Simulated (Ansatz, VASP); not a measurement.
One calculation of ZnCu, two programs

Contents of INCAR:

```
PREC = Accurate
ENCUT = 520
EDIFF = 1E-6
ISMEAR = 0
SIGMA = 0.15
LREAL = F
LASPH = T
NELM = 100
ALGO = Fast
ISIF = 2
LWAVE = F
LCHARG = T
GGA = PE
LELF = T
LVHAR = T
NBANDS = 18
```

File KPOINTS:

```
regular mesh
0
Gamma
  16 16 16
```

The input POSCAR:

```
ZnCu
1.0
    3.1942823044      0.6812101043      0.6812101043
    0.6812101043      3.1942823044      0.6812101043
    0.6812101043      0.6812101043      3.1942823044
Zn Cu
1 1
Direct
    0.5000000000      0.5000000000      0.5000000000
    0.0000000000      0.0000000000      0.0000000000
```

Input for Ansatz:

```yaml
crystal:
  lattice:
    - [3.1942823044, 0.6812101043, 0.6812101043]
    - [0.6812101043, 3.1942823044, 0.6812101043]
    - [0.6812101043, 0.6812101043, 3.1942823044]
  atoms:
    - { symbol: Zn, position: [0.5, 0.5, 0.5] }
    - { symbol: Cu, position: [0.0, 0.0, 0.0] }
basis:
  ecutwfc: 520.0
kpoints:
  mp_grid: { grid: [16, 16, 16] }
hamiltonian:
  xc: pbe
scf:
  occupations: { method: gaussian, width: 0.15 }
output:
  forces: true
  stress: true
  eigenvalues: true
```

Alike in both runs: task single point; functional PBE; k mesh 16 × 16 × 16; occupations gaussian, width 0.15 eV; no spin polarisation.

|  | VASP | Ansatz |
| --- | --- | --- |
| version | VASP 6.6.1 | Ansatz 0.2.0 |
| potentials or method | VASP PAW PBE potentials, release 64 (Zn, Cu) | scalar-relativistic, plane waves, PAW |
| plane-wave cutoff (eV) | 520 | 520 |
| valence electrons in the cell | 23 | 31 |

VASP gave:

| Quantity | Value |
| --- | --- |
| gap on the k mesh at the Fermi level (eV) | none |
| pressure (GPa) | 5.7 |
| largest component of the traceless stress (GPa) | 1.53 |

Estimate Ansatz's values.

gap on the k mesh at the Fermi level (eV): none; pressure (GPa): 5.2; largest component of the traceless stress (GPa): 1.51.

A gap of «none» marks a metal or a gap that the smearing closes. The two sets of potentials don't hold the same shells in valence.
